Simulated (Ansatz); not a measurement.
**Nb (fcc): a workflow**

Method: r²SCAN, scalar-relativistic; no spin polarisation; PAW, 500 eV, Γ-centred 18×18×18 mesh, 0.05 eV Gaussian smearing; code Ansatz. The datasets are Ansatz's generated set soft_2.

At room temperature and ambient pressure Nb is bcc.

The start:

```
CELL_PARAMETERS angstrom
0.00000 2.07887 2.07887
2.07887 0.00000 2.07887
2.07887 2.07887 0.00000
ATOMIC_POSITIONS crystal
Nb 0.00000 0.00000 0.00000
```

The runs in order:

```tsv
run	level	k-mesh	kind	V (Å³/atom)	P (GPa)	E − E(final) (meV/atom)	gap on the mesh (eV)
1	PBE, 420 eV	8×8×8	fixed cell	17.97	7.1	–	metal
2	PBE, 420 eV	8×8×8	fixed cell	18.82	-0.8	–	metal
3	PBE, 420 eV	8×8×8	fixed cell	18.72	0.0	–	metal
4	r²SCAN	18×18×18	fixed cell	18.72	-0.3	0.0	metal
5	r²SCAN	18×18×18	fixed cell	18.65	0.4	0.0	metal
6	r²SCAN	18×18×18	fixed cell	18.69	0.0	0.0	metal
```

Cell and atoms are those of this level's equilibrium.

The final structure (symmetry read at 0.01 Å). It takes space group Fm-3m (No. 225, cubic). The conventional cell has a = 4.213 Å, b = 4.213 Å, c = 4.213 Å, α = 90.00°, β = 90.00°, γ = 90.00°. Nb (site symmetry m-3m) is surrounded by 12 Nb at 2.98 Å. (Shells end 15 % past the nearest neighbour.)

| atom | site | symmetry | x | y | z |
| --- | --- | --- | --- | --- | --- |
| Nb | 4a | m-3m | 0.0000 | 0.0000 | 0.0000 |

At the final geometry the gap, band path included, is zero (metallic). 

**Reading the result.**

The calculation's cell holds 13 valence electrons, an odd number. Without magnetic order each band takes two, so one stays part-filled and the crystal must be a metal. (Only strong correlation, outside this picture, could make a Mott insulator of it.)
